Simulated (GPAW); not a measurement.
SiO2:

```
Si O
1.0
     4.23317    0.00000    0.00000
     0.00000    4.23317    0.00000
     0.00000    0.00000    2.69349
Si O
2 4
Cartesian
  0.0000 0.0000 0.0000
  2.1166 2.1166 1.3467
  3.4155 0.8177 1.3467
  1.2989 1.2989 0.0000
  0.8177 3.4155 1.3467
  2.9343 2.9343 0.0000
```

The cell comes from a database or a generator and needn't be the stable form of this composition.

- Program: GPAW 26.7.0
- Task: single point
- Functional: PBE
- Potentials or basis: GPAW PAW data sets (gpaw-data 1.2.1)
- Cutoff: 800 eV
- Basis: pw
- k mesh: 6 × 6 × 10
- Occupations: fermi-dirac, width 0.05 eV
- Spin: no spin polarisation

On this cell: pressure 3.6 GPa; largest force 0.092 eV/Å; band gap on the k mesh 5.07 eV, direct.

The same run follows on a disturbed copy (atoms moved at random, drawn with an rms of 0.05 Å):

```
Si O
1.0
     4.23317    0.00000    0.00000
     0.00000    4.23317    0.00000
     0.00000    0.00000    2.69349
Si O
2 4
Direct
  0.00018 0.00223 0.99390
  0.50331 0.50202 0.51056
  0.80948 0.19585 0.47868
  0.29403 0.31524 0.00045
  0.19479 0.80699 0.49939
  0.70589 0.69015 0.01771
```

**Question.** What does the disturbed cell give?

**Answer.** The energy moves by +18.8 meV/atom; pressure 3.0 GPa; largest force 1.387 eV/Å; band gap on the k mesh 4.95 eV, direct.

Forces on the atoms (eV/Å):
```
Si   0.392 -0.174 -0.209
Si  -0.371 -0.062 -0.191
O   -0.691 -0.086  1.199
O    1.140  0.039 -0.043
O    0.343  0.339  0.118
O   -0.812 -0.056 -0.873
```

Stress tensor (GPa, compression positive):
```
 0.97 -0.39 -1.07
-0.39  3.73  0.13
-1.07  0.13  4.32
```

A k mesh can miss the band edges.
